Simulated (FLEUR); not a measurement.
Here is a FLEUR MaX-R8.1 (later development tree) calculation.

The input inp.xml:

```xml
<?xml version="1.0" encoding="UTF-8" standalone="no"?>
<fleurInput fleurInputVersion="0.39">
   <comment>
      CdSe                                                                                                
   </comment>
   <calculationSetup>
      <cutoffs Kmax="4.58" Gmax="14.2" GmaxXC="14.2" numbands="0"/>
      <scfLoop itmax="60" minDistance="0.00001" maxIterBroyd="15" imix="Anderson" alpha="0.05" precondParam="0.0" spinf="2.0" sdNocoIR="T"/>
      <coreElectrons ctail="T" frcor="F" kcrel="0" coretail_lmax="0"/>
      <xcFunctional name="mjw" relativisticCorrections="F"/>
      <magnetism jspins="1"/>
      <soc l_soc="F" theta="0.0" phi="0.0" spav="F"/>
      <expertModes spex="0" secvar="F"/>
      <geometryOptimization l_f="F" forcealpha="1.0" forcemix="BFGS" epsdisp="0.00001" epsforce="0.00001"/>
      <ldaU l_linMix="F" mixParam="0.05" spinf="1.0"/>
   </calculationSetup>
   <cell>
      <bzIntegration valenceElectrons="36.0" mode="hist" fermiSmearingEnergy="0.00183747">
         <kPointListSelection listName="default-1"/>
         <!-- k-points included here -->
         <xi:include xmlns:xi="http://www.w3.org/2001/XInclude" href="kpts.xml"> </xi:include>
      </bzIntegration>
      <!-- symmetry operations included here -->
      <xi:include xmlns:xi="http://www.w3.org/2001/XInclude" href="sym.xml"> </xi:include>
      <bulkLattice scale="1.0">
         <bravaisMatrix>
            <row-1>    0.0000000000000000     5.8019716936013745     5.8019716936013745</row-1>
            <row-2>    5.8019716936013745     0.0000000000000000     5.8019716936013745</row-2>
            <row-3>    5.8019716936013745     5.8019716936013745     0.0000000000000000</row-3>
         </bravaisMatrix>
      </bulkLattice>
   </cell>
   <atomSpecies>
      <species name="Cadmium (Cd)" element="Cd" atomicNumber="48">
         <mtSphere radius="2.52" gridPoints="833" logIncrement="0.015"/>
         <atomicCutoffs lmax="10" lnonsphr="8"/>
         <electronConfig flipSpins="F">
            <coreConfig>(1s1/2) (2s1/2) (2p1/2) (2p3/2) (3s1/2) (3p1/2) (3p3/2) (3d3/2) (3d5/2)</coreConfig>
            <valenceConfig>(4s1/2) (4p1/2) (4p3/2) (5s1/2) (4d3/2) (4d5/2)</valenceConfig>
         </electronConfig>
         <energyParameters s="5" p="5" d="4" f="4"/>
         <lo type="SCLO" l="0" n="4" eDeriv="0"/>
         <lo type="SCLO" l="1" n="4" eDeriv="0"/>
         <lo type="SCLO" l="1" n="4" eDeriv="1"/>
         <lo type="SCLO" l="2" n="4" eDeriv="2"/>
         <lo type="SCLO" l="3" n="4" eDeriv="2"/>
      </species>
      <species name="Selenium (Se)" element="Se" atomicNumber="34">
         <mtSphere radius="2.14" gridPoints="707" logIncrement="0.018"/>
         <atomicCutoffs lmax="9" lnonsphr="7"/>
         <electronConfig flipSpins="F">
            <coreConfig>(1s1/2) (2s1/2) (2p1/2) (2p3/2) (3s1/2) (3p1/2) (3p3/2)</coreConfig>
            <valenceConfig>(3d3/2) (3d5/2) (4s1/2) (4p1/2) (4p3/2)</valenceConfig>
            <stateOccupation state="(4p1/2)" spinUp="0.666667" spinDown="0.666667"/>
            <stateOccupation state="(4p3/2)" spinUp="1.333333" spinDown="1.333333"/>
         </electronConfig>
         <energyParameters s="4" p="4" d="4" f="4"/>
         <lo type="SCLO" l="2" n="3" eDeriv="0"/>
         <lo type="SCLO" l="0" n="4" eDeriv="2"/>
         <lo type="SCLO" l="1" n="4" eDeriv="2"/>
         <lo type="SCLO" l="3" n="4" eDeriv="2"/>
      </species>
   </atomSpecies>
   <atomGroups>
      <atomGroup species="Cadmium (Cd)">
         <relPos label="                   1">.0000000000 .0000000000 .0000000000</relPos>
         <force calculate="T" relaxXYZ="TTT"/>
      </atomGroup>
      <atomGroup species="Selenium (Se)">
         <relPos label="                   2">1.000/4.000 1.000/4.000 1.000/4.000</relPos>
         <force calculate="T" relaxXYZ="TTT"/>
      </atomGroup>
   </atomGroups>
   <output dos="F" band="F" slice="F">
      <checks vchk="F" cdinf="F"/>
      <bandDOS minEnergy="-.5*Htr" maxEnergy="0.5*Htr" sigma="0.015" storeEVData="T"/>
      <vacuumDOS vacdos="F" integ="F" star="F" nstars="0" locx1="0.0" locy1="0.0" locx2="0.0" locy2="0.0" nstm="0" tworkf="0.0"/>
      <unfoldingBand unfoldBand="F" supercellX="1" supercellY="1" supercellZ="1"/>
      <plotting iplot="0" polar="F">
         <plot TwoD="T" vec1="  1.0  0.0  0.0" vec2="  0.0  1.0  0.0" vec3="  0.0  0.0  1.0" zero="  0.0  0.0  0.0" file="plot"/>
      </plotting>
      <chargeDensitySlicing numkpt="0" minEigenval="0.0" maxEigenval="0.0" nnne="0" pallst="F"/>
      <specialOutput eonly="F"/>
      <moessbauerParams electricFieldGradient="T" isomerShift="T" coreHyperfine="T" valenceHyperfine="T"/>
      <magneticCircularDichroism mcd="F" energyLo="-10.0" energyUp="0.0"/>
   </output>
  <!-- We include the file relax.xml here to enable relaxations (see documentation) -->
  <xi:include xmlns:xi="http://www.w3.org/2001/XInclude" href="relax.xml"> <xi:fallback/> </xi:include>
</fleurInput>
```

crystal.txt

```
CdSe
&input cartesian=F /
0.0000000000  3.0702711986  3.0702711986
3.0702711986  0.0000000000  3.0702711986
3.0702711986  3.0702711986  0.0000000000
1.8897261246
1.0 1.0 1.0

2
48 0.0000000000  0.0000000000  0.0000000000
34 0.2500000000  0.2500000000  0.2500000000

&kpt div1=8 div2=8 div3=8 gamma=T /
```

File inp.xml (bands):

```
<?xml version="1.0" encoding="UTF-8" standalone="no"?>
<fleurInput fleurInputVersion="0.39">
   <comment>
      CdSe                                                                                                
   </comment>
   <calculationSetup>
      <cutoffs Kmax="4.58" Gmax="14.2" GmaxXC="14.2" numbands="0"/>
      <scfLoop itmax="60" minDistance="0.00001" maxIterBroyd="15" imix="Anderson" alpha="0.05" precondParam="0.0" spinf="2.0" sdNocoIR="T"/>
      <coreElectrons ctail="T" frcor="F" kcrel="0" coretail_lmax="0"/>
      <xcFunctional name="mjw" relativisticCorrections="F"/>
      <magnetism jspins="1"/>
      <soc l_soc="F" theta="0.0" phi="0.0" spav="F"/>
      <expertModes spex="0" secvar="F"/>
      <geometryOptimization l_f="F" forcealpha="1.0" forcemix="BFGS" epsdisp="0.00001" epsforce="0.00001"/>
      <ldaU l_linMix="F" mixParam="0.05" spinf="1.0"/>
   </calculationSetup>
   <cell>
      <bzIntegration valenceElectrons="36.0" mode="hist" fermiSmearingEnergy="0.00183747">
         <kPointListSelection listName="path-1"/>
         <!-- k-points included here -->
         <xi:include xmlns:xi="http://www.w3.org/2001/XInclude" href="kpts.xml"> </xi:include>
      </bzIntegration>
      <!-- symmetry operations included here -->
      <xi:include xmlns:xi="http://www.w3.org/2001/XInclude" href="sym.xml"> </xi:include>
      <bulkLattice scale="1.0">
         <bravaisMatrix>
            <row-1>    0.0000000000000000     5.8019716936013745     5.8019716936013745</row-1>
            <row-2>    5.8019716936013745     0.0000000000000000     5.8019716936013745</row-2>
            <row-3>    5.8019716936013745     5.8019716936013745     0.0000000000000000</row-3>
         </bravaisMatrix>
      </bulkLattice>
   </cell>
   <atomSpecies>
      <species name="Cadmium (Cd)" element="Cd" atomicNumber="48">
         <mtSphere radius="2.52" gridPoints="833" logIncrement="0.015"/>
         <atomicCutoffs lmax="10" lnonsphr="8"/>
         <electronConfig flipSpins="F">
            <coreConfig>(1s1/2) (2s1/2) (2p1/2) (2p3/2) (3s1/2) (3p1/2) (3p3/2) (3d3/2) (3d5/2)</coreConfig>
            <valenceConfig>(4s1/2) (4p1/2) (4p3/2) (5s1/2) (4d3/2) (4d5/2)</valenceConfig>
         </electronConfig>
         <energyParameters s="5" p="5" d="4" f="4"/>
         <lo type="SCLO" l="0" n="4" eDeriv="0"/>
         <lo type="SCLO" l="1" n="4" eDeriv="0"/>
         <lo type="SCLO" l="1" n="4" eDeriv="1"/>
         <lo type="SCLO" l="2" n="4" eDeriv="2"/>
         <lo type="SCLO" l="3" n="4" eDeriv="2"/>
      </species>
      <species name="Selenium (Se)" element="Se" atomicNumber="34">
         <mtSphere radius="2.14" gridPoints="707" logIncrement="0.018"/>
         <atomicCutoffs lmax="9" lnonsphr="7"/>
         <electronConfig flipSpins="F">
            <coreConfig>(1s1/2) (2s1/2) (2p1/2) (2p3/2) (3s1/2) (3p1/2) (3p3/2)</coreConfig>
            <valenceConfig>(3d3/2) (3d5/2) (4s1/2) (4p1/2) (4p3/2)</valenceConfig>
            <stateOccupation state="(4p1/2)" spinUp="0.666667" spinDown="0.666667"/>
            <stateOccupation state="(4p3/2)" spinUp="1.333333" spinDown="1.333333"/>
         </electronConfig>
         <energyParameters s="4" p="4" d="4" f="4"/>
         <lo type="SCLO" l="2" n="3" eDeriv="0"/>
         <lo type="SCLO" l="0" n="4" eDeriv="2"/>
         <lo type="SCLO" l="1" n="4" eDeriv="2"/>
         <lo type="SCLO" l="3" n="4" eDeriv="2"/>
      </species>
   </atomSpecies>
   <atomGroups>
      <atomGroup species="Cadmium (Cd)">
         <relPos label="                   1">.0000000000 .0000000000 .0000000000</relPos>
         <force calculate="T" relaxXYZ="TTT"/>
      </atomGroup>
      <atomGroup species="Selenium (Se)">
         <relPos label="                   2">1.000/4.000 1.000/4.000 1.000/4.000</relPos>
         <force calculate="T" relaxXYZ="TTT"/>
      </atomGroup>
   </atomGroups>
   <output dos="F" band="T" slice="F">
      <checks vchk="F" cdinf="F"/>
      <bandDOS minEnergy="-.5*Htr" maxEnergy="0.5*Htr" sigma="0.015" storeEVData="T"/>
      <vacuumDOS vacdos="F" integ="F" star="F" nstars="0" locx1="0.0" locy1="0.0" locx2="0.0" locy2="0.0" nstm="0" tworkf="0.0"/>
      <unfoldingBand unfoldBand="F" supercellX="1" supercellY="1" supercellZ="1"/>
      <plotting iplot="0" polar="F">
         <plot TwoD="T" vec1="  1.0  0.0  0.0" vec2="  0.0  1.0  0.0" vec3="  0.0  0.0  1.0" zero="  0.0  0.0  0.0" file="plot"/>
      </plotting>
      <chargeDensitySlicing numkpt="0" minEigenval="0.0" maxEigenval="0.0" nnne="0" pallst="F"/>
      <specialOutput eonly="F"/>
      <moessbauerParams electricFieldGradient="T" isomerShift="T" coreHyperfine="T" valenceHyperfine="T"/>
      <magneticCircularDichroism mcd="F" energyLo="-10.0" energyUp="0.0"/>
   </output>
  <!-- We include the file relax.xml here to enable relaxations (see documentation) -->
  <xi:include xmlns:xi="http://www.w3.org/2001/XInclude" href="relax.xml"> <xi:fallback/> </xi:include>
</fleurInput>
```

Potentials or basis: all-electron, FLAPW.

Run with:

```sh
$ inpgen -f crystal.txt -profile fastHighL
$ # inp.xml edited to the form shown
$ fleur_MPI
$ fleur_MPI   # second run, on inp.xml (bands)
```

Q: Estimate the band gap on the k mesh.

A: 0.27 eV, direct.

Q: What does it give for the band gap along the path?

A: 0.27 eV, direct.

Levels at the corners of the path, in eV from the valence-band top:
```
point  band 14  band 15  band 16  band 17  band 18  band 19  band 20  band 21  band 22  band 23
    Γ    -7.46    -7.46     0.00     0.00     0.00     0.27     5.80     5.80     5.80     9.36
    X    -7.41    -7.14    -4.04    -1.79    -1.79     2.99     3.57     8.71     9.85     9.85
    W    -7.46    -7.02    -3.95    -2.17    -2.14     4.77     5.05     6.21     7.41    10.12
    K    -7.44    -7.06    -3.98    -2.45    -1.47     3.53     4.93     7.97     8.36     8.38
    Γ    -7.46    -7.46     0.00     0.00     0.00     0.27     5.80     5.80     5.80     9.36
    L    -7.44    -7.20    -4.32    -0.72    -0.72     2.13     6.31     6.31     7.09     9.66
    U    -7.44    -7.06    -3.98    -2.45    -1.47     3.53     4.93     7.97     8.36     8.38
    W    -7.46    -7.02    -3.95    -2.17    -2.14     4.77     5.05     6.21     7.41    10.12
    L    -7.44    -7.20    -4.32    -0.72    -0.72     2.13     6.31     6.31     7.09     9.66
    K    -7.44    -7.06    -3.98    -2.45    -1.47     3.53     4.93     7.97     8.36     8.38
    U    -7.44    -7.06    -3.98    -2.45    -1.47     3.53     4.93     7.97     8.36     8.38
    X    -7.41    -7.14    -4.04    -1.79    -1.79     2.99     3.57     8.71     9.85     9.85
```
